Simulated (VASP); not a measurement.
Input of a VASP 6.6.1 run:

INCAR

```
PREC = Accurate ; ENCUT = 520
EDIFF = 1E-6 ; ISMEAR = 0
SIGMA = 0.05 ; LREAL = F
LASPH = T ; NELM = 60
ALGO = Normal ; ISIF = 2
LWAVE = F ; LCHARG = F
GGA = PE ; NBANDS = 11
```

Contents of KPOINTS:

```
regular mesh
0
Gamma
  16 16 16
```

POSCAR

```
Hf
1.0
    0.0000000000      2.2389399613      2.2389399613
    2.2389399613      0.0000000000      2.2389399613
    2.2389399613      2.2389399613      0.0000000000
Hf
1
Direct
    0.0000000000      0.0000000000      0.0000000000
```

Potentials or basis: VASP PAW PBE potentials, release 64 (Hf_pv).

Run with:

```sh
$ cat potpaw_PBE.64/Hf_pv/POTCAR > POTCAR
$ mpirun -np 1 vasp_std > vasp.out
```

(1) Estimate the pressure.

(2) Estimate the band gap on the k mesh.

Results:

(1) 0.0 GPa.

(2) none (metal or under the smearing width).
